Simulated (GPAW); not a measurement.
# HfO2 (Fm-3m) in GPAW: settings compared

The runs below take HfO2 through equation of state, with RPBE+D3(BJ), PBEsol, BLYP+D3.

All numbers are computed with GPAW 26.7.0; they aren't measurements. Logs are shortened: lines on timing, memory, paths and dates and some standing lists are left out, and cuts for length are marked. The log counts tension as positive stress, the text compression.

## Step 1: The structure

It takes space group Fm-3m (No. 225, cubic). The conventional cell has a = 5.115 Å, b = 5.115 Å, c = 5.115 Å, α = 90.00°, β = 90.00°, γ = 90.00°. Hf (site symmetry m-3m) has 8 O at 2.21 Å as nearest neighbours. O (site symmetry -43m) has 4 Hf at 2.21 Å as nearest neighbours.

Measurements of this composition are mostly on another form, of space group No. 14.

## Step 2: Equation of state, RPBE+D3(BJ)

The input, run.py:

```python
from ase.calculators.mixing import SumCalculator
from ase.eos import EquationOfState
from ase.io import Trajectory
from ase.spacegroup import crystal
from ase.units import GPa
from dftd3.ase import DFTD3
from gpaw import GPAW, PW

# Hf 4a
# O 8c
atoms = crystal(['Hf', 'O'],
                basis=[[0.0, 0.0, 0.0],
                       [0.25, 0.25, 0.75]],
                spacegroup=225, setting=1,  # Fm-3m
                cellpar=[5.115, 5.115, 5.115, 90.0, 90.0, 90.0],
                primitive_cell=True)

traj = Trajectory('eos.traj', 'w')
volumes, energies = [], []
for x in [0.94, 0.96, 0.98, 1.0, 1.02, 1.04, 1.06]:
    a = atoms.copy()
    a.set_cell(atoms.cell * x**(1 / 3), scale_atoms=True)
    calc = GPAW(mode=PW(800),
                xc='RPBE',
                kpts={'size': (7, 7, 7), 'gamma': True},
                occupations={'name': 'fermi-dirac', 'width': 0.05},
                nbands=24,
                convergence={'density': 1e-05, 'energy': 1e-05},
                maxiter=150,
                txt=f'eos-{x:.2f}.txt')
    a.calc = SumCalculator([calc, DFTD3(method='rpbe', damping='d3bj')])
    energies.append(a.get_potential_energy())
    volumes.append(a.get_volume())
    p = -a.get_stress()[:3].mean() / GPa
    calc.write(f'eos-{x:.2f}.gpw')
    traj.write(a)
    print(f'{x:.2f} {volumes[-1]:10.4f} A^3 {energies[-1]:14.6f} eV {p:9.3f} GPa', flush=True)

v0, e0, B = EquationOfState(volumes, energies, eos='birchmurnaghan').fit()
print(f'V0 = {v0:.4f} A^3, E0 = {e0:.6f} eV, B0 = {B / GPa:.2f} GPa')
```

Potentials or basis: the program's PAW data sets (release 1.2.1) made for this functional, pw.

Run with:

```
OMP_NUM_THREADS=1 python run.py
```

Standard output:

```text
__  _  _
 | _ |_)|_||  |
 |__||  | ||/\| - 26.7.0

Input parameters:
  mode=PW(ecut=800.0),
  convergence={'density': 1e-05, 'energy': 1e-05},
  kpts=MonkhorstPack(size=(7, 7, 7), gamma=True),
  maxiter=150,
  nbands=24,
  occupations=Occupations(name='fermi-dirac', width=0.05),
  xc=XC(name='RPBE')

Diagonalizing LCAO Hamiltonian
Converting LCAO to pw mode

                   O

           O

       Hf

Atoms  # Å, Bohr magnetons
|   | symbol |        x |        y |        z |    initial magnetic moments |
|---|--------|----------|----------|----------|-----------------------------|
| 0 |     Hf | 0.000000 | 0.000000 | 0.000000 | ( 0.0000,  0.0000,  0.0000) |
| 1 |      O | 3.757937 | 3.757937 | 3.757937 | ( 0.0000,  0.0000,  0.0000) |
| 2 |      O | 1.252646 | 1.252646 | 1.252646 | ( 0.0000,  0.0000,  0.0000) |

Unit cell  # Å
| periodic |        x |        y |        z |  lengths |    angles |
|----------|----------|----------|----------|----------|-----------|
|      yes | 0.000000 | 2.505291 | 2.505291 | 3.543017 | 60.000000 |
|      yes | 2.505291 | 0.000000 | 2.505291 | 3.543017 | 60.000000 |
|      yes | 2.505291 | 2.505291 | 0.000000 | 3.543017 | 60.000000 |

Number of symmetries: 48
Symmetry operations  # r_c * U_cc + t_c -> r_c
|    | kind |            matrix            |
|----|------|------------------------------|
|  0 |  σ   |  1, 0, 0,  1, 0,-1,  1,-1, 0 |
|  1 |  C2  |  1, 0, 0,  1,-1, 0,  1, 0,-1 |
|  2 |  E   |  1, 0, 0,  0, 1, 0,  0, 0, 1 |
|  3 |  σ   |  1, 0, 0,  0, 0, 1,  0, 1, 0 |
|  4 |  C4  |  1, 0,-1,  1, 0, 0,  1,-1, 0 |
|  5 |  S6  |  1, 0,-1,  1,-1, 0,  1, 0, 0 |
|  6 |  σ   |  1, 0,-1,  0, 1,-1,  0, 0,-1 |
|  7 |  C3  |  1, 0,-1,  0, 0,-1,  0, 1,-1 |
|  8 |  S6  |  1,-1, 0,  1, 0, 0,  1, 0,-1 |
|  9 |  C4  |  1,-1, 0,  1, 0,-1,  1, 0, 0 |
| 10 |  C3  |  1,-1, 0,  0,-1, 1,  0,-1, 0 |
| 11 |  σ   |  1,-1, 0,  0,-1, 0,  0,-1, 1 |
| 12 |  σ   |  0, 1, 0,  1, 0, 0,  0, 0, 1 |
| 13 |  C4  |  0, 1, 0,  0, 1,-1, -1, 1, 0 |
| 14 |  C3  |  0, 1, 0,  0, 0, 1,  1, 0, 0 |
| 15 |  S6  |  0, 1, 0, -1, 1, 0,  0, 1,-1 |
| 16 |  C2  |  0, 1,-1,  1, 0,-1,  0, 0,-1 |
| 17 |  σ   |  0, 1,-1,  0, 1, 0, -1, 1, 0 |
| 18 |  S4  |  0, 1,-1,  0, 0,-1,  1, 0,-1 |
| 19 |  C4  |  0, 1,-1, -1, 1, 0,  0, 1, 0 |
| 20 |  C3  |  0, 0, 1,  1, 0, 0,  0, 1, 0 |
| 21 |  σ   |  0, 0, 1,  0, 1, 0,  1, 0, 0 |
| 22 |  S6  |  0, 0, 1,  0,-1, 1, -1, 0, 1 |
| 23 |  C4  |  0, 0, 1, -1, 0, 1,  0,-1, 1 |
| 24 |  S4  |  0, 0,-1,  1, 0,-1,  0, 1,-1 |
| 25 |  C3  |  0, 0,-1,  0, 1,-1,  1, 0,-1 |
| 26 |  C2  |  0, 0,-1,  0,-1, 0, -1, 0, 0 |
| 27 |  S6  |  0, 0,-1, -1, 0, 0,  0,-1, 0 |
| 28 |  S4  |  0,-1, 1,  1,-1, 0,  0,-1, 0 |
| 29 |  C4  |  0,-1, 1,  0, 0, 1, -1, 0, 1 |
| 30 |  C2  |  0,-1, 1,  0,-1, 0,  1,-1, 0 |
| 31 |  σ   |  0,-1, 1, -1, 0, 1,  0, 0, 1 |
| 32 |  C3  |  0,-1, 0,  1,-1, 0,  0,-1, 1 |
| 33 |  S6  |  0,-1, 0,  0, 0,-1, -1, 0, 0 |
| 34 |  S4  |  0,-1, 0,  0,-1, 1,  1,-1, 0 |
| 35 |  C2  |  0,-1, 0, -1, 0, 0,  0, 0,-1 |
| 36 |  C2  | -1, 1, 0,  0, 1, 0,  0, 1,-1 |
| 37 |  S6  | -1, 1, 0,  0, 1,-1,  0, 1, 0 |
| 38 |  S4  | -1, 1, 0, -1, 0, 1, -1, 0, 0 |
| 39 |  C3  | -1, 1, 0, -1, 0, 0, -1, 0, 1 |
| 40 |  S6  | -1, 0, 1,  0, 0, 1,  0,-1, 1 |
| 41 |  C2  | -1, 0, 1,  0,-1, 1,  0, 0, 1 |
| 42 |  C3  | -1, 0, 1, -1, 1, 0, -1, 0, 0 |
| 43 |  S4  | -1, 0, 1, -1, 0, 0, -1, 1, 0 |
| 44 |  C2  | -1, 0, 0,  0, 0,-1,  0,-1, 0 |
| 45 |  i   | -1, 0, 0,  0,-1, 0,  0, 0,-1 |
| 46 |  σ   | -1, 0, 0, -1, 1, 0, -1, 0, 1 |
| 47 |  C2  | -1, 0, 0, -1, 0, 1, -1, 1, 0 |

BZ-sampling:
  Number of BZ points: 343
  Number of IBZ points: 20

  Monkhorst-Pack size: [7, 7, 7]
  Monkhorst-Pack shift: [0, 0, 0]

K-points  # in reciprocal-cell coordinates
|     |                                coordinates |     weight |
|-----|--------------------------------------------|------------|
|   0 | (  0.00000000,   0.00000000,   0.00000000) | 0.00291545 |
|   1 | (  0.14285714,   0.14285714,   0.00000000) | 0.01749271 |
|   2 | (  0.14285714,   0.14285714,   0.14285714) | 0.02332362 |
|   3 | (  0.28571429,   0.14285714,   0.14285714) | 0.03498542 |
|   4 | (  0.28571429,   0.28571429,   0.00000000) | 0.01749271 |
|   5 | (  0.28571429,   0.28571429,   0.14285714) | 0.06997085 |
|   6 | (  0.28571429,   0.28571429,   0.28571429) | 0.02332362 |
|   7 | (  0.42857143,  -0.28571429,  -0.28571429) | 0.03498542 |
|   8 | (  0.42857143,   0.28571429,  -0.42857143) | 0.13994169 |
|   9 | (  0.42857143,   0.28571429,  -0.28571429) | 0.06997085 |
| ... |                                            |            |
|  19 | (  0.42857143,   0.42857143,   0.42857143) | 0.02332362 |

Plane wave coefficients: 1639
Cutoff: 800.0 eV

Spin-components: 1 (collinear spins)
Bands:           24
Projectors:      16
Spin-degeneracy: 2
Datatype:        complex128

Parallelization:
  kpt:    1
  domain: 1
  band:   1

Density:
  Valence electrons: 24.0
  Components: 1
  Grid points: [24 24 24]
  Charge: 0.0  # |e|

Potential:
  Grid points: [24 24 24]

species:
  Hf:
    name:    Hafnium
    Z:       72.0
    valence: 12
    core:    60
    charge:  0.0  # [|e|]
    compensation charges:
      type: gauss
      rc: 0.41  # [Å]
      lmax: 2
    cutoffs:
      filter: 2.36  # [Å]
      core: 4.02  # [Å]
    projectors
    | kind |    occ | energy [eV] | rcut [Å] |
    |------|--------|-------------|----------|
    |   5s |  2.000 |     -66.835 |    1.397 |
    |   6s |  2.000 |      -5.043 |    1.397 |
    |   5p |  6.000 |     -35.601 |    1.307 |
    |   6p |  0.000 |      -1.407 |    1.307 |
    |   5d |  2.000 |      -2.651 |    1.334 |
    |    d |        |      24.560 |    1.334 |

    Using partial waves for Hf as LCAO basis

  O:
    name:    Oxygen
    Z:       8.0
    valence: 6
    core:    2
    charge:  0.0  # [|e|]
    compensation charges:
      type: gauss
      rc: 0.21  # [Å]
      lmax: 2
    cutoffs:
      filter: 1.17  # [Å]
      core: 0.83  # [Å]
    projectors
    | kind |    occ | energy [eV] | rcut [Å] |
    |------|--------|-------------|----------|
    |   2s |  2.000 |     -24.041 |    0.688 |
    |   2p |  4.000 |      -8.984 |    0.598 |
    |    s |        |       3.170 |    0.688 |
    |    p |        |      18.228 |    0.598 |
    |    d |        |       0.000 |    0.619 |

    Using partial waves for O as LCAO basis

Reference energy: -413984.881668  # eV

eigensolver:
  PPCG
  Converge bands: occupied
  niter=2

density mixing:
  MSR1-Mixer
  Pratt-step length: 0.05
  Maximum mixing coefficient: 0.75
  Old densities: 10
  SVD Regularization: 0.005
  Good broyden scale: 1.0
  Trust region scale: 1.0
  Backstep threshold: 4.0
  History deletion threshold: 6.0
  Fourier metric: weight=20.0, sigma=0.015

occupation numbers:
  Fermi-Dirac:
    width: 0.0500  # eV

poisson solver:
  ecut: 6400.0  # eV

xc functional:
  name: RPBE with 2 nearest neighbor stencil

convergence criteria:
[... 6 lines left out ...]
|iter     | |      energy | eigst |  dens |
|---------|-|-------------|-------|-------|
|iter:   1| |  -30.711281 | +0.07 |       |
|iter:   2| |  -29.596455 | -2.16 | -0.81 |
|iter:   3| |  -26.614680 | -1.07 | -0.86 |
|iter:   4| |  -26.628466 | -2.76 | -1.47 |
|iter:   5| |  -26.649574 | -3.12 | -1.72 |
|iter:   6| |  -26.649509 | -5.11 | -2.84 |
|iter:   7| |  -26.649568c| -5.74 | -3.30 |
|iter:   8| |  -26.649578c| -6.64 | -3.77 |
|iter:   9| |  -26.649578c| -8.33c| -4.65 |
|iter:  10| |  -26.649578c| -7.66c| -5.16c|

Converged in 10 steps
Energy contributions relative to reference atoms: (reference = -413984.881668)

Energy contributions:
  Kinetic:          36.313497
  Coulomb:         -37.937875
  Zero:              0.370949
  External:          0.000000
  Xc:              -25.396148
  Entropy:          -0.000000
  Spinorbit:         0.000000
  ----------------------------
  Free energy:     -26.649578
  Extrapolated:    -26.649578

dipole moment: (-18.205689, -18.205689, -18.205689)  # |e|*Ang

Fermi level: 9.957
Eigenvalues  # (at kpt = [0.000, 0.000, 0.000])
| band index |      eig [eV] | occ [0-2] |
|------------|---------------|-----------|
|          0 |       -51.887 |     2.000 |
|        ... |               |           |
|          4 |        -9.948 |     2.000 |
|          5 |        -6.778 |     2.000 |
|          6 |         3.490 |     2.000 |
|          7 |         3.490 |     2.000 |
|          8 |         3.490 |     2.000 |
|          9 |         8.429 |     2.000 |
[... 8 lines left out ...]
|         18 |        23.692 |     0.000 |
|         19 |        23.692 |     0.000 |
|        ... |               |           |
|         23 |        34.492 |     0.000 |

Gap: 4.110 eV
Transition (v -> c):
  (s=0, k=15, n=11, [0.43, 0.43, -0.14]) -> (s=0, k=0, n=12, [0.00, 0.00, 0.00])
Direct/indirect transitions are different
Direct gap: 4.358 eV
Transition at: (s=0, k=15, n=11, [0.43, 0.43, -0.14])

Stress tensor  # eV/Ang^3
|         x |         y |         z |
|-----------|-----------|-----------|
| -0.127243 | -0.000000 | -0.000000 |
| -0.000000 | -0.127243 |  0.000000 |
| -0.000000 |  0.000000 | -0.127243 |

# Writing to eos-0.94.gpw (mode='')
```

Wall time 2.3 min (1 thread of Arm Neoverse V1, shared host); peak memory 0.27 GiB.

What came out:

| Quantity | Value |
| --- | --- |
| Equilibrium volume | 10.35 Å³/atom (rough: see the caveat) |
| Bulk modulus | 298 GPa (rough) |

Energy against volume, from the lowest point:
```csv
volume (Å³/atom),energy (meV/atom)
10.483,0.00
10.706,9.16
10.929,25.80
11.152,49.05
11.375,78.19
11.598,112.56
11.821,151.65
```

Caveat: the minimum lies outside the volumes run.

## Step 3: Equation of state, PBEsol

The input, run.py:

```python
from ase.eos import EquationOfState
from ase.io import Trajectory, read
from ase.units import GPa
from gpaw import GPAW, PW, setup_paths

setup_paths.insert(0, '.')

atoms = read('POSCAR')

traj = Trajectory('eos.traj', 'w')
volumes, energies = [], []
for x in [0.94, 0.96, 0.98, 1.0, 1.02, 1.04, 1.06]:
    a = atoms.copy()
    a.set_cell(atoms.cell * x**(1 / 3), scale_atoms=True)
    calc = GPAW(mode=PW(800),
                xc='PBEsol',
                kpts={'size': (7, 7, 7), 'gamma': True},
                occupations={'name': 'fermi-dirac', 'width': 0.05},
                nbands=24,
                convergence={'density': 1e-05, 'energy': 1e-05},
                maxiter=150,
                txt=f'eos-{x:.2f}.txt')
    a.calc = calc
    energies.append(a.get_potential_energy(force_consistent=True))
    volumes.append(a.get_volume())
    p = -a.get_stress()[:3].mean() / GPa
    calc.write(f'eos-{x:.2f}.gpw')
    traj.write(a)
    print(f'{x:.2f} {volumes[-1]:10.4f} A^3 {energies[-1]:14.6f} eV {p:9.3f} GPa', flush=True)

v0, e0, B = EquationOfState(volumes, energies, eos='birchmurnaghan').fit()
print(f'V0 = {v0:.4f} A^3, E0 = {e0:.6f} eV, B0 = {B / GPa:.2f} GPa')
```

The input, POSCAR:

```
HfO2
1.0
    0.0000000000      2.5575000000      2.5575000000
    2.5575000000      0.0000000000      2.5575000000
    2.5575000000      2.5575000000      0.0000000000
Hf O
1 2
Direct
    0.0000000000      0.0000000000      0.0000000000
    0.7500000000      0.7500000000      0.7500000000
    0.2500000000      0.2500000000      0.2500000000
```

Potentials or basis: PAW data sets generated in the run's folder for this functional, pw.

Run with:

```
gpaw-setup -f PBEsol Hf O
OMP_NUM_THREADS=1 python run.py
```

It took 2.3 min on 1 thread of Arm Neoverse V1, shared host; peak memory 0.24 GiB.

The run converged. Its results:

```
Equilibrium volume                      : 10.70 Å³/atom
Bulk modulus                            : 271 GPa
Pressure derivative of the bulk modulus : 4.3
```

Energy against volume, from the lowest point:
```csv
volume (Å³/atom),energy (meV/atom)
10.483,3.98
10.706,0.00
10.929,3.91
11.152,14.85
11.375,32.06
11.598,54.89
11.821,82.83
```

The run has no spin-orbit coupling, so splittings on Hf are missing.

## Step 4: Equation of state, BLYP+D3

run.py: that of step 3 with these lines changed.

```diff
@@ -1,4 +1,7 @@
+from ase.calculators.mixing import SumCalculator
 from ase.eos import EquationOfState
-from ase.io import Trajectory, read
+from ase.io import Trajectory
+from ase.spacegroup import crystal
 from ase.units import GPa
+from dftd3.ase import DFTD3
 from gpaw import GPAW, PW, setup_paths
@@ -7,3 +10,10 @@
 
-atoms = read('POSCAR')
+# Hf 4a
+# O 8c
+atoms = crystal(['Hf', 'O'],
+                basis=[[0.0, 0.0, 0.0],
+                       [0.25, 0.25, 0.75]],
+                spacegroup=225, setting=1,  # Fm-3m
+                cellpar=[5.115, 5.115, 5.115, 90.0, 90.0, 90.0],
+                primitive_cell=True)
 
@@ -15,3 +25,3 @@
     calc = GPAW(mode=PW(800),
-                xc='PBEsol',
+                xc='BLYP',
                 kpts={'size': (7, 7, 7), 'gamma': True},
@@ -20,6 +30,7 @@
                 convergence={'density': 1e-05, 'energy': 1e-05},
+                eigensolver='davidson',
                 maxiter=150,
                 txt=f'eos-{x:.2f}.txt')
-    a.calc = calc
-    energies.append(a.get_potential_energy(force_consistent=True))
+    a.calc = SumCalculator([calc, DFTD3(method='blyp', damping='d3zero')])
+    energies.append(a.get_potential_energy())
     volumes.append(a.get_volume())
```

Potentials or basis: PAW data sets generated in the run's folder for this functional, pw.

Run with:

```
gpaw-setup -f BLYP Hf O
OMP_NUM_THREADS=1 python run.py
```

Standard output:

```text
__  _  _
 | _ |_)|_||  |
 |__||  | ||/\| - 26.7.0

Input parameters:
  mode=PW(ecut=800.0),
  convergence={'density': 1e-05, 'energy': 1e-05},
  eigensolver=Davidson(niter=2),
  kpts=MonkhorstPack(size=(7, 7, 7), gamma=True),
  maxiter=150,
  nbands=24,
  occupations=Occupations(name='fermi-dirac', width=0.05),
  xc=XC(name='BLYP')

Diagonalizing LCAO Hamiltonian
Converting LCAO to pw mode

                   O

           O

       Hf

Atoms  # Å, Bohr magnetons
|   | symbol |        x |        y |        z |    initial magnetic moments |
|---|--------|----------|----------|----------|-----------------------------|
| 0 |     Hf | 0.000000 | 0.000000 | 0.000000 | ( 0.0000,  0.0000,  0.0000) |
| 1 |      O | 3.757937 | 3.757937 | 3.757937 | ( 0.0000,  0.0000,  0.0000) |
| 2 |      O | 1.252646 | 1.252646 | 1.252646 | ( 0.0000,  0.0000,  0.0000) |

Unit cell  # Å
| periodic |        x |        y |        z |  lengths |    angles |
|----------|----------|----------|----------|----------|-----------|
|      yes | 0.000000 | 2.505291 | 2.505291 | 3.543017 | 60.000000 |
|      yes | 2.505291 | 0.000000 | 2.505291 | 3.543017 | 60.000000 |
|      yes | 2.505291 | 2.505291 | 0.000000 | 3.543017 | 60.000000 |

Number of symmetries: 48
Symmetry operations  # r_c * U_cc + t_c -> r_c
|    | kind |            matrix            |
|----|------|------------------------------|
|  0 |  σ   |  1, 0, 0,  1, 0,-1,  1,-1, 0 |
|  1 |  C2  |  1, 0, 0,  1,-1, 0,  1, 0,-1 |
|  2 |  E   |  1, 0, 0,  0, 1, 0,  0, 0, 1 |
[... 158 lines left out ...]
  History deletion threshold: 6.0
  Fourier metric: weight=20.0, sigma=0.015

occupation numbers:
  Fermi-Dirac:
    width: 0.0500  # eV

poisson solver:
  ecut: 6400.0  # eV

xc functional:
  name: BLYP with 2 nearest neighbor stencil

convergence criteria:
[... 6 lines left out ...]
|iter     | |      energy | eigst |  dens |
|---------|-|-------------|-------|-------|
|iter:   1| |  -31.418479 | +0.11 |       |
|iter:   2| |  -30.130648 | -1.41 | -0.78 |
|iter:   3| |  -26.681561 | -1.01 | -0.83 |
|iter:   4| |  -26.668350 | -2.98 | -1.45 |
|iter:   5| |  -26.671891 | -3.12 | -1.71 |
|iter:   6| |  -26.671706 | -4.95 | -2.86 |
|iter:   7| |  -26.671738c| -5.68 | -3.29 |
|iter:   8| |  -26.671741c| -6.73 | -3.87 |
|iter:   9| |  -26.671741c| -8.05c| -4.85 |
|iter:  10| |  -26.671741c| -9.49c| -5.49c|

Converged in 10 steps
Energy contributions relative to reference atoms: (reference = -413997.049343)

Energy contributions:
  Kinetic:          40.014266
  Coulomb:         -40.781692
  Zero:              0.189887
  External:          0.000000
  Xc:              -26.094202
  Entropy:          -0.000000
  Spinorbit:         0.000000
  ----------------------------
  Free energy:     -26.671741
  Extrapolated:    -26.671741

dipole moment: (-18.275396, -18.275396, -18.275396)  # |e|*Ang

Fermi level: 10.476
Eigenvalues  # (at kpt = [0.000, 0.000, 0.000])
| band index |      eig [eV] | occ [0-2] |
|------------|---------------|-----------|
|          0 |       -51.681 |     2.000 |
|        ... |               |           |
|          4 |        -9.579 |     2.000 |
|          5 |        -6.404 |     2.000 |
|          6 |         3.734 |     2.000 |
|          7 |         3.734 |     2.000 |
|          8 |         3.734 |     2.000 |
|          9 |         8.629 |     2.000 |
[... 8 lines left out ...]
|         18 |        23.979 |     0.000 |
|         19 |        23.979 |     0.000 |
|        ... |               |           |
|         23 |        34.892 |     0.000 |

Gap: 4.087 eV
Transition (v -> c):
  (s=0, k=15, n=11, [0.43, 0.43, -0.14]) -> (s=0, k=0, n=12, [0.00, 0.00, 0.00])
Direct/indirect transitions are different
Direct gap: 4.345 eV
Transition at: (s=0, k=15, n=11, [0.43, 0.43, -0.14])

Stress tensor  # eV/Ang^3
|         x |         y |         z |
|-----------|-----------|-----------|
| -0.122338 |  0.000000 |  0.000000 |
|  0.000000 | -0.122338 | -0.000000 |
|  0.000000 | -0.000000 | -0.122338 |

# Writing to eos-0.94.gpw (mode='')
```

eos-0.98.txt:

```text
SCF iterations
|iter     | |      energy | eigst |  dens |
|---------|-|-------------|-------|-------|
|iter:   1| |  -31.541439 | +0.10 |       |
|iter:   2| |  -30.232857 | -1.43 | -0.78 |
|iter:   3| |  -26.796576 | -1.02 | -0.83 |
|iter:   4| |  -26.780620 | -2.92 | -1.44 |
|iter:   5| |  -26.784332 | -3.04 | -1.69 |
[... 51 lines left out ...]
Direct/indirect transitions are different
Direct gap: 4.207 eV
Transition at: (s=0, k=15, n=11, [0.43, 0.43, -0.14])

Stress tensor  # eV/Ang^3
|         x |         y |         z |
|-----------|-----------|-----------|
| -0.045801 |  0.000000 | -0.000000 |
|  0.000000 | -0.045801 | -0.000000 |
| -0.000000 | -0.000000 | -0.045801 |

# Writing to eos-0.98.gpw (mode='')
```

It took 1.9 min on 1 thread of Arm Neoverse V1, shared host; peak memory 0.27 GiB.

What came out:

| Quantity | Value |
| --- | --- |
| Equilibrium volume | 10.95 Å³/atom |
| Bulk modulus | 251 GPa |
| Pressure derivative of the bulk modulus | 4.9 (rough: it moves with the points fitted) |

Energy against volume, from the lowest point:
```
volume (Å³/atom)  energy (meV/atom)
          10.483              16.71
          10.706               4.31
          10.929               0.00
          11.152               2.87
          11.375              12.17
          11.598              27.20
          11.821              47.10
```

The run has no spin-orbit coupling, so splittings on Hf are missing.

## Step 5: Overview

| level | potentials or basis | eigensolver | V0 of scaled cells (Å³/atom) | B0 (GPa) |
| --- | --- | --- | --- | --- |
| RPBE+D3(BJ) | the program's PAW data sets (release 1.2.1) made for this functional, pw | - | - | - |
| PBEsol | PAW data sets generated in the run's folder for this functional, pw | - | 10.70 | 271 |
| BLYP+D3 | PAW data sets generated in the run's folder for this functional, pw | davidson | 10.95 | 251 |

Alike in all rows: task equation of state; no spin polarisation; cell as given; k mesh 7 × 7 × 7; cutoff (eV) 800; smearing fermi-dirac 0.05 eV.

Caveats: the minimum lies outside the volumes run (some runs).

Absolute energies hang on the potentials; compare differences alone.
